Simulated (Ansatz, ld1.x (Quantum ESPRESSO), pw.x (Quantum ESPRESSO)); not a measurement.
Which H potential is closest to all-electron in the sc crystal?

All use PBE, scalar-relativistic, no spin, cutoffs from each file’s atomic test, pw.x 7.5; 18³ k-points, Fermi–Dirac smearing 0.01 Ry. Δ is the rms difference from all-electron LAPW of the E(V) curves that follow from fits to the pressures, over ±6 % in volume. Mesh and smearing are coarse and serve the comparison alone. The files are a selection: those with a ghost or negative overlap were mostly not run, and those with noisy or unconverged pressures or nearly equal Δ are left out.

All-electron: a0 = 1.457 Å (V0 = 3.09 Å³/atom), B0 = 101.5 GPa.

Task: Rank them by Δ, smallest first.
A. norm-conserving RRKJ (Kleinman–Bylander form), ld1.x (Quantum ESPRESSO) 7.5, PBE; core none, reference 1s1; waves: 1s (bound): rc 1.15 bohr; 2p channel at 0.2 Ry: rc 1.05 bohr; local part: all-electron potential smoothed inside 1.00 bohr (lloc = -2); core correction: none; rho0 0.01.
B. norm-conserving Troullier–Martins (Kleinman–Bylander form), ld1.x (Quantum ESPRESSO) 7.5, PBE; core none, reference 1s1; waves: 1s (bound): rc 1.35 bohr; 2p channel at -0.15 Ry: rc 1.25 bohr; local part: all-electron potential smoothed inside 1.00 bohr (lloc = -2); core correction: none.
C. norm-conserving RRKJ (Kleinman–Bylander form), ld1.x (Quantum ESPRESSO) 7.5, PBE; core none, reference 1s1; waves: 1s (bound): rc 1.35 bohr; 2p channel at 0.2 Ry: rc 1.25 bohr; local part: all-electron potential smoothed inside 1.30 bohr (lloc = -2); core correction: none; rho0 0.005.

Result: B (0.1 meV/atom), A (0.2 meV/atom), C (0.7 meV/atom).
